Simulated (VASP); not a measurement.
# TePb: relaxation of cell and atoms with PBEsol

TePb:

```
Te Pb
1.0
     0.00000    3.22185    3.22185
     3.22185    0.00000    3.22185
     3.22185    3.22185    0.00000
Te Pb
1 1
Direct
  0.50000 0.50000 0.50000
  0.00000 0.00000 0.00000
```

```yaml
Program: VASP 6.6.1
Task: relaxation of cell and atoms
Functional: PBEsol
Potentials_or_basis: VASP PAW PBE potentials, release 64 (Te, Pb_d)
Cutoff: 600 eV
k_mesh: 8 × 8 × 8
Occupations: gaussian, width 0.03 eV
Spin: no spin polarisation
Further_INCAR_settings: ALGO = Normal; EDIFF = 1e-07; IBRION = 2; EDIFFG = -0.005; NSW = 90; ISIF = 3
```

- Pressure after relaxing: 0.0 GPa
- Band gap on the k mesh: 0.65 eV, direct

Final structure:
```yaml
crystal:
  lattice:
    - [0.00000, 3.22185, 3.22185]
    - [3.22185, 0.00000, 3.22185]
    - [3.22185, 3.22185, 0.00000]
  atoms:
    - { symbol: Te, position: [0.50000, 0.50000, 0.50000] }
    - { symbol: Pb, position: [0.00000, 0.00000, 0.00000] }
```

Levels at points of the mesh, in eV from the valence-band top:
```
           k point  band 7  band 8  band 9  band 10  band 11  band 12  band 13  band 14
(0.00, 0.00, 0.00)   -5.59   -1.37   -1.37    -1.37     4.07     4.07     4.07     5.74
(0.50, 0.00, 0.00)   -8.65   -0.90   -0.90     0.00     0.65     1.22     1.22     8.30
(0.50, 0.50, 0.00)   -7.32   -4.59   -2.85    -2.85     3.17     5.49     5.49     6.73
```

Wall time 17 s on 2 MPI ranks on Intel(R) Xeon(R) Platinum 8488C (Sapphire Rapids) (shared host), peak memory 0.21 GiB a rank.

Caveat: the relaxation stopped at its first step, so nothing moved; the PAW data sets were made with another functional, which shifts forces and pressure a little; spin-orbit coupling is left out, which as a rule narrows the gap of such compounds by several tenths of an eV. A k mesh can miss the band edges.
